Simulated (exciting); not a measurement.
# Ru (P6_3/mmc) in exciting: further runs, part 2 of 3

exciting (release sodium). Earlier steps stand in the parts before.

### Step 3. Optical spectrum, PBE+TS

Input file input.xml:

```xml
<input>
  <title>Ru</title>
  <structure speciespath="./" tshift="false" cartesian="true">
    <crystal scale="5.113220948">
      <basevect>1.000000000002 0.000000000000 0.000000000000</basevect>
      <basevect>-0.500000000001 0.866025403801 0.000000000000</basevect>
      <basevect>0.000000000000 0.000000000000 1.582489467075</basevect>
    </crystal>
    <species speciesfile="Ru.xml" rmt="2.3">
      <atom coord="2.556610474262 1.476059745258 6.068713719776"/>
      <atom coord="-0.000000000256 2.952119490959 2.022904573259"/>
    </species>
  </structure>
  <groundstate do="fromscratch" ngridk="11 11 6" rgkmax="8" gmaxvr="14" lmaxapw="10" lmaxmat="10" lmaxvr="8" xctype="GGA_PBE" stype="Gaussian" swidth="0.00183747" nempty="36" ValenceRelativity="iora*" epsengy="1e-05" epspot="1e-05" maxscl="60" outputlevel="normal" vkloff="0 0 0.5"/>
  <properties>
    <TSvdW/>
    <momentummatrix/>
    <dielmat intraband="false" wmax="0.5" wgrid="200" swidth="0.007" tevout="true">
      <epscomp>1 1</epscomp>
      <epscomp>2 2</epscomp>
      <epscomp>3 3</epscomp>
    </dielmat>
  </properties>
</input>
```

Potentials or basis: all-electron LAPW+lo, shipped species files, valence relativity iora*.

The run is started by

```
$ OMP_NUM_THREADS=1 exciting_smp
```

INFO.OUT:

```text
================================================================================
EXCITING SODIUM started
[... 10 lines left out ...]

 Lattice vectors (cartesian) :
      5.1132209480      0.0000000000      0.0000000000
     -2.5566104740      4.4281792362      0.0000000000
      0.0000000000      0.0000000000      8.0916182930

 Reciprocal lattice vectors (cartesian) :
      1.2288116182      0.7094547185     -0.0000000000
      0.0000000000      1.4189094370      0.0000000000
      0.0000000000     -0.0000000000      0.7765054010

 Unit cell volume                           :     183.2125157620
 Brillouin zone volume                      :       1.3538933867

 Species :    1 (Ru)
     parameters loaded from                 :    Ru.xml
     name                                   :    ruthenium
     nuclear charge                         :     -44.00000000
     electronic charge                      :      44.00000000
     atomic mass                            :  184239.33920000
[... 44 lines left out ...]

 Exchange-correlation type                  :      20
     Perdew-Burke-Ernzerhof, Phys. Rev. Lett. 77, 3865 (1996)
     Generalised gradient approximation (GGA)

 Smearing scheme                            :    Gaussian
 Smearing width                             :       0.00183747

[... 17 lines left out ...]
+ SCF iteration number :    1                                                  +
++++++++++++++++++++++++++++++++++++++++++++++++++++++++++++++++++++++++++++++++
 Total energy                               :     -9042.06149984
 _______________________________________________________________
 Fermi energy                               :         0.55351562
 Kinetic energy                             :      9443.69664133
 Coulomb energy                             :    -18218.60010549
 Exchange energy                            :      -262.46176322
 Correlation energy                         :        -4.69627246
[... 346 lines left out ...]
 RMS change in effective potential (target) :  0.279580E-09  ( 0.100000E-04)
 Absolute change in total energy   (target) :  0.227821E-05  ( 0.100000E-04)
 Charge distance                   (target) :  0.911485E-09  ( 0.100000E-04)

++++++++++++++++++++++++++++++++++++++++++++++++++++++++++++++++++++++++++++++++
| Convergency criteria checked for the last 2 iterations                       +
| Convergence targets achieved. Performing final SCF iteration                 +
++++++++++++++++++++++++++++++++++++++++++++++++++++++++++++++++++++++++++++++++
 Total energy                               :     -9063.71459567
 _______________________________________________________________
 Fermi energy                               :         0.48699045
 Kinetic energy                             :      9429.93310804
 Coulomb energy                             :    -18225.94737969
 Exchange energy                            :      -263.00831901
 Correlation energy                         :        -4.69200501

 DOS at Fermi energy (states/Ha/cell)       :        57.70527875

 Electron charges :
     core                                   :        56.00000000
     core leakage                           :         0.00000098
     valence                                :        32.00000000
     interstitial                           :         3.88617393
     charge in muffin-tin spheres :
                  atom     1    Ru          :        42.05691303
                  atom     2    Ru          :        42.05691303
     total charge in muffin-tins            :        84.11382607
     total charge                           :        88.00000000

++++++++++++++++++++++++++++++++++++++++++++++++++++++++++++++++++++++++++++++++
[... 12 lines left out ...]
| EXCITING SODIUM stopped                                                      =
================================================================================
```

EPSILON_11.OUT:

```text
# energy (eV) Re{eps}, Im{eps}
   0.000000000       48.44172387       0.000000000
  0.6802845965E-01   48.52369299      0.6251105185
  0.1360569193       48.76652958       1.288943590
  0.2040853790       49.16345767       2.025289564
  0.2721138386       49.72198043       2.864903006
  0.3401422983       50.47014583       3.881932027
[... 192 lines left out ...]
   13.46963501       1.545309084       1.933754166
   13.53766347       1.532077308       1.987053945
```

Wall time 1.8 min (1 thread of Arm Neoverse V1, shared host); peak memory 0.37 GiB.

What came out:

```yaml
All_electrons_inside_the_program's_atomic_spheres: Ru 42.06 (radii Ru 2.3 bohr)
Dispersion_energy_per_atom: -1.020 eV
```

Dielectric function (mean over the directions given):
| energy (eV) | real part | imaginary part |
| --- | --- | --- |
| 0.27 | 58.65 | 4.59 |
| 0.61 | 64.73 | 22.66 |
| 0.95 | 42.05 | 33.91 |
| 1.29 | 39.92 | 30.15 |
| 1.63 | 40.16 | 42.94 |
| 1.97 | 22.38 | 56.19 |
| 2.31 | 0.88 | 46.19 |
| 2.65 | -2.51 | 36.33 |
| 2.99 | -5.24 | 34.18 |
| 3.33 | -12.81 | 29.25 |
| 3.67 | -12.82 | 18.76 |
| 4.01 | -11.09 | 15.68 |
| 4.35 | -9.93 | 11.86 |
| 4.69 | -8.72 | 10.80 |
| 5.03 | -8.99 | 8.02 |
| 5.37 | -7.15 | 6.20 |
| 5.71 | -5.92 | 5.13 |
| 6.05 | -4.99 | 4.89 |
| 6.39 | -4.75 | 4.07 |
| 6.73 | -3.89 | 3.21 |
| 7.08 | -3.55 | 2.88 |
| 7.42 | -2.75 | 2.16 |
| 7.76 | -2.48 | 2.15 |
| 8.10 | -1.84 | 1.56 |
| 8.44 | -1.25 | 1.48 |
| 8.78 | -1.05 | 1.35 |
| 9.12 | -0.48 | 1.14 |
| 9.46 | -0.10 | 1.17 |
| 9.80 | 0.32 | 1.31 |
| 10.14 | 0.38 | 1.19 |
| 10.48 | 0.86 | 1.13 |
| 10.82 | 1.07 | 1.38 |
| 11.16 | 1.34 | 1.77 |
| 11.50 | 1.22 | 1.59 |
| 11.84 | 1.40 | 1.62 |
| 12.18 | 1.68 | 2.01 |
| 12.52 | 1.43 | 2.26 |
| 12.86 | 1.09 | 2.10 |
| 13.20 | 1.38 | 1.74 |
| 13.54 | 1.68 | 2.10 |

Caveat: the dispersion energy is computed afterwards and isn't part of the total energy; the intraband (Drude) term of the metal is left out; spectra need much finer meshes, so this one isn't converged; independent-particle spectra lack excitons.

### Step 4. Density of states, LDA-GL (volume scaled by 1.08)

Input file input.xml:

```xml
<input>
  <title>Ru</title>
  <structure speciespath="./" tshift="false" cartesian="true">
    <crystal scale="5.2460908987">
      <basevect>0.999999999994 0.000000000000 0.000000000000</basevect>
      <basevect>-0.500000000015 0.866025403794 0.000000000000</basevect>
      <basevect>0.000000000000 0.000000000000 1.582489467051</basevect>
    </crystal>
    <species speciesfile="Ru.xml" rmt="2.3">
      <atom coord="2.623045449564 1.514415996144 6.226412692787"/>
      <atom coord="-0.000000000325 3.028831992743 2.075470897596"/>
    </species>
  </structure>
  <groundstate do="fromscratch" ngridk="11 11 6" rgkmax="8" gmaxvr="14" lmaxapw="10" lmaxmat="10" lmaxvr="8" stype="Gaussian" swidth="0.00183747" nempty="18" ValenceRelativity="iora*" epsengy="1e-05" epspot="1e-05" maxscl="60" outputlevel="high">
    <libxc exchange="XC_LDA_X" correlation="XC_LDA_C_GL"/>
  </groundstate>
  <properties>
    <dos nwdos="300" winddos="-0.4 0.4" inttype="tetra" ngrdos="100" nsmdos="2" lmirep="true"/>
  </properties>
</input>
```

The run is started by

```
$ OMP_NUM_THREADS=1 exciting_smp
```

It took 84 s on 1 thread of Arm Neoverse V1, shared host; peak memory 0.12 GiB.

It converged, with:

- Band gap on the k mesh: none (metal or under the smearing width)
- All electrons inside the program's atomic spheres: Ru 41.94 (radii Ru 2.3 bohr)

Levels at points of the mesh, in eV from the Fermi level:
```
           k point  band 12  band 13  band 14  band 15  band 16  band 17  band 18  band 19  band 20  band 21
(0.00, 0.00, 0.00)    -2.25    -2.11    -1.65    -1.65    -1.18    -1.18     1.12     1.12     1.32     9.48
(0.00, 0.00, 0.50)    -2.41    -2.41    -2.41    -2.41    -2.41     0.54     0.54     0.54     0.54    14.49
```

States per cell in windows of 1 eV (zero at the Fermi level; states under -8 eV left out):
```tsv
from (eV)	total	Ru1 d	Ru2 d	Ru1 p	Ru2 p	Ru1 s	Ru2 s
-8.0	0.03	0.00	0.00	0.00	0.00	0.01	0.01
-7.0	0.17	0.00	0.00	0.00	0.00	0.03	0.03
-6.0	1.33	0.30	0.30	0.02	0.02	0.09	0.09
-5.0	2.96	0.88	0.88	0.04	0.04	0.09	0.09
-4.0	2.96	0.99	0.99	0.06	0.06	0.03	0.03
-3.0	3.06	1.14	1.14	0.05	0.05	0.02	0.02
-2.0	3.25	1.23	1.23	0.06	0.06	0.02	0.02
-1.0	2.10	0.83	0.83	0.04	0.04	0.01	0.01
0.0	2.22	0.98	0.98	0.02	0.02	0.01	0.01
1.0	2.99	1.37	1.37	0.02	0.02	0.01	0.01
2.0	0.59	0.19	0.19	0.03	0.03	0.01	0.01
3.0	0.55	0.15	0.15	0.04	0.04	0.02	0.02
4.0	0.47	0.11	0.11	0.04	0.04	0.01	0.01
5.0	0.41	0.08	0.08	0.04	0.04	0.01	0.01
6.0	0.50	0.09	0.09	0.05	0.05	0.02	0.02
7.0	0.29	0.04	0.04	0.03	0.03	0.01	0.01
```

### Step 5. Band structure, AM05, collinear spin, antiferromagnetic start (volume scaled by 0.96)

Input file input.xml:

```xml
<input>
  <title>Ru</title>
  <structure speciespath="./" tshift="false">
    <crystal scale="1">
      <basevect>0.000000000000 5.044114896303 0.000000000000</basevect>
      <basevect>-4.368331639897 -2.522057448057 0.000000000000</basevect>
      <basevect>0.000000000000 0.000000000000 7.982258694005</basevect>
    </crystal>
    <species speciesfile="Ru.xml" rmt="2.3">
      <atom coord="0.666666666700 0.333333333300 0.750000000000" bfcmt="0 0 -8"/>
      <atom coord="0.333333333300 0.666666666700 0.250000000000" bfcmt="0 0 8"/>
    </species>
  </structure>
  <groundstate do="fromscratch" ngridk="11 11 6" rgkmax="8" gmaxvr="14" lmaxapw="10" lmaxmat="10" lmaxvr="8" stype="Gaussian" swidth="0.00099958" nempty="28" ValenceRelativity="iora*" epsengy="1e-05" epspot="1e-05" maxscl="90" outputlevel="normal">
    <libxc exchange="XC_GGA_X_AM05" correlation="XC_GGA_C_AM05"/>
    <spin reducebf="0.5"/>
  </groundstate>
  <properties>
    <bandstructure>
      <plot1d>
        <path steps="60">
          <point coord="0 0 0" label="G"/>
          <point coord="0.5 0 0" label="M"/>
          <point coord="0.3333333333 0.3333333333 0" label="K"/>
          <point coord="0 0 0" label="G"/>
          <point coord="0 0 0.5" label="A"/>
          <point coord="0.5 0 0.5" label="L"/>
          <point coord="0.3333333333 0.3333333333 0.5" label="H"/>
          <point coord="0 0 0.5" label="A" breakafter="true"/>
          <point coord="0.5 0 0.5" label="L"/>
          <point coord="0.5 0 0" label="M" breakafter="true"/>
          <point coord="0.3333333333 0.3333333333 0" label="K"/>
          <point coord="0.3333333333 0.3333333333 0.5" label="H"/>
        </path>
      </plot1d>
    </bandstructure>
  </properties>
</input>
```

The run is started by

```
$ OMP_NUM_THREADS=1 exciting_smp
```

Run time: 3.4 min. Hardware: 1 thread of Arm Neoverse V1, shared host; peak memory 0.16 GiB.

The run converged. Its results:

```yaml
Band_gap_on_the_k_mesh: none (metal or under the smearing width)
Net_moment: 0.00 μB per cell
All_electrons_inside_the_program's_atomic_spheres: Ru 42.12 (radii Ru 2.3 bohr)
```

Levels at the corners of the path, in eV from the Fermi level:
Spin up:
```csv
point,band 14,band 15,band 16,band 17,band 18,band 19
Γ,-1.98,-1.98,-1.41,-1.41,1.32,1.33
M,-1.85,-1.55,1.62,2.07,2.16,4.37
K,-2.96,-1.08,1.15,1.15,1.62,7.36
Γ,-1.98,-1.98,-1.41,-1.41,1.32,1.33
A,-2.88,-2.82,-2.82,0.68,0.68,0.68
L,-1.07,0.51,0.51,1.90,1.90,3.59
H,-2.81,-1.20,-1.20,1.38,1.38,8.90
A,-2.88,-2.82,-2.82,0.68,0.68,0.68
L,-1.07,0.51,0.51,1.90,1.90,3.59
M,-1.85,-1.55,1.62,2.07,2.16,4.37
K,-2.96,-1.08,1.15,1.15,1.62,7.36
H,-2.81,-1.20,-1.20,1.38,1.38,8.90
```
Spin down:
```tsv
point	band 12	band 13	band 14	band 15	band 16	band 17	band 18	band 19	band 20	band 21
Γ	-2.71	-2.53	-1.98	-1.98	-1.41	-1.41	1.32	1.33	1.33	10.96
M	-3.14	-2.14	-1.85	-1.55	1.62	2.07	2.16	4.37	6.50	11.51
K	-3.95	-2.96	-2.96	-1.08	1.15	1.15	1.62	7.36	7.58	7.58
Γ	-2.71	-2.53	-1.98	-1.98	-1.41	-1.41	1.32	1.33	1.33	10.96
A	-2.88	-2.88	-2.88	-2.82	-2.82	0.68	0.68	0.68	0.68	14.43
L	-4.76	-1.07	-1.07	0.51	0.51	1.90	1.90	3.59	3.59	11.18
H	-4.33	-2.81	-2.81	-1.20	-1.20	1.38	1.38	8.90	8.90	11.32
A	-2.88	-2.88	-2.88	-2.82	-2.82	0.68	0.68	0.68	0.68	14.43
L	-4.76	-1.07	-1.07	0.51	0.51	1.90	1.90	3.59	3.59	11.18
M	-3.14	-2.14	-1.85	-1.55	1.62	2.07	2.16	4.37	6.50	11.51
K	-3.95	-2.96	-2.96	-1.08	1.15	1.15	1.62	7.36	7.58	7.58
H	-4.33	-2.81	-2.81	-1.20	-1.20	1.38	1.38	8.90	8.90	11.32
```

(Continued in part 3 of 3.)
